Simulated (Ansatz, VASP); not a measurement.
Ge in VASP and in Ansatz

INCAR

```
PREC = Accurate
ENCUT = 520
EDIFF = 1E-7
ISMEAR = -1
SIGMA = 0.05
LREAL = False
LASPH = True
NELM = 100
ALGO = Normal
ISIF = 2
LWAVE = False
LCHARG = False
GGA = PE
```

The input KPOINTS:

```
regular mesh
0
Gamma
  5 5 5
```

POSCAR

```
Ge
1.0
    0.0000000000      2.8857400000      5.1156650000
    2.6304970000      0.0000000000      5.1156650000
    2.6304970000      2.8857400000      0.0000000000
Ge
4
Direct
    0.7264900000      0.2735100000      0.7264900000
    0.2735100000      0.7264900000      0.2735100000
    0.2181330000      0.2181330000      0.7818670000
    0.7818670000      0.7818670000      0.2181330000
```

KPOINTS_OPT

```
path GYCDXGZD1HC,C1Z,XH1,HY,LG
10
line-mode
reciprocal
 0.0000000000  0.0000000000  0.0000000000  G
 0.5000000000  0.0000000000  0.5000000000  Y

 0.5000000000  0.0000000000  0.5000000000  Y
 0.5000000000  0.1083705569  0.6083705569  C

 0.5000000000  0.1083705569  0.6083705569  C
 0.0286819066  0.5000000000  0.5286819066  D

 0.0286819066  0.5000000000  0.5286819066  D
 0.0000000000  0.5000000000  0.5000000000  X

 0.0000000000  0.5000000000  0.5000000000  X
 0.0000000000  0.0000000000  0.0000000000  G

 0.0000000000  0.0000000000  0.0000000000  G
 0.5000000000  0.5000000000  0.0000000000  Z

 0.5000000000  0.5000000000  0.0000000000  Z
 0.9713180934  0.5000000000  0.4713180934  D1

 0.9713180934  0.5000000000  0.4713180934  D1
 0.9098640972  0.4098640972  0.5000000000  H

 0.9098640972  0.4098640972  0.5000000000  H
 0.5000000000  0.1083705569  0.6083705569  C

 0.5000000000  0.8916294431  0.3916294431  C1
 0.5000000000  0.5000000000  0.0000000000  Z

 0.0000000000  0.5000000000  0.5000000000  X
 0.0901359028  0.5901359028  0.5000000000  H1

 0.9098640972  0.4098640972  0.5000000000  H
 0.5000000000  0.0000000000  0.5000000000  Y

 0.5000000000  0.5000000000  0.5000000000  L
 0.0000000000  0.0000000000  0.0000000000  G
```

input.yaml

```yaml
crystal:
  lattice:
    - [0.0, 2.88574, 5.115665]
    - [2.630497, 0.0, 5.115665]
    - [2.630497, 2.88574, 0.0]
  atoms:
    - { symbol: Ge, position: [0.72649, 0.27351, 0.72649] }
    - { symbol: Ge, position: [0.27351, 0.72649, 0.27351] }
    - { symbol: Ge, position: [0.218133, 0.218133, 0.781867] }
    - { symbol: Ge, position: [0.781867, 0.781867, 0.218133] }
hamiltonian:
  xc: pbe
  pseudopotentials: { kind: paw }
kpoints:
  mp_grid: { grid: [5, 5, 5] }
  band_path:
    path:
      - [[0.0, 0.0, 0.0], [0.5, 0.0, 0.5], [0.5, 0.1083705569, 0.6083705569], [0.0286819066, 0.5, 0.5286819066], [0.0, 0.5, 0.5], [0.0, 0.0, 0.0], [0.5, 0.5, 0.0], [0.9713180934, 0.5, 0.4713180934], [0.9098640972, 0.4098640972, 0.5], [0.5, 0.1083705569, 0.6083705569]]
      - [[0.5, 0.8916294431, 0.3916294431], [0.5, 0.5, 0.0]]
      - [[0.0, 0.5, 0.5], [0.0901359028, 0.5901359028, 0.5]]
      - [[0.9098640972, 0.4098640972, 0.5], [0.5, 0.0, 0.5]]
      - [[0.5, 0.5, 0.5], [0.0, 0.0, 0.0]]
    npoints: 14
scf:
  occupations: { method: fermi_dirac, width: 0.05 }
  n_extra_bands: 10
output:
  forces: true
  stress: true
  eigenvalues: true
  fatbands: true
```

This isn't the form of Ge at room conditions, which is diamond.

Alike in both runs: task band structure; functional PBE; k mesh 5 × 5 × 5; occupations fermi-dirac, width 0.05 eV; no spin polarisation.

|  | VASP | Ansatz |
| --- | --- | --- |
| version | VASP 6.6.1 | Ansatz 0.2.0 |
| potentials or method | VASP PAW PBE potentials, release 64 (Ge_d) | Ansatz PAW |
| plane-wave cutoff (eV) | 520 | 420 |
| valence electrons in the cell | 56 | 56 |

```csv
,VASP,Ansatz,Ansatz less VASP
gap on the k mesh at the Fermi level (eV),none,none,-
pressure (GPa),-0.2,-0.2,-0.01
largest component of the traceless stress (GPa),0.33,0.33,-0.003
rms of the force components (eV/Å),0.036,0.036,+0.0002
```

Atom by atom the forces differ by 0.000 eV/Å (rms over components). A gap of «none» marks a metal or a gap that the smearing closes. With one functional, cell and mesh, what is left measures potentials, basis and numerics.
